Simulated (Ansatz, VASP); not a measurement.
Ge: VASP beside Ansatz

```
CELL_PARAMETERS angstrom
0.00000 2.85144 2.85144
2.85144 0.00000 2.85144
2.85144 2.85144 0.00000
ATOMIC_POSITIONS crystal
Ge 0.00000 0.00000 0.00000
Ge 0.25000 0.25000 0.25000
```

Alike in both runs: task single point; functional PBE; k mesh 14 × 14 × 14; occupations gaussian, width 0.1 eV; no spin polarisation.

```csv
,VASP,Ansatz
version,VASP 6.6.1,Ansatz 0.2.0
potentials or method,"VASP PAW PBE potentials, release 64 (Ge_d)","scalar-relativistic, plane waves, PAW"
plane-wave cutoff (eV),520,420
valence electrons in the cell,28,28
```

```csv
,VASP,Ansatz,Ansatz less VASP
gap on the k mesh at the Fermi level (eV),none,none,-
pressure (GPa),1.8,1.9,+0.10
```

A gap of «none» marks a metal or a gap that the smearing closes. The functional is the same, so the differences come from potentials, cutoffs and numerics.
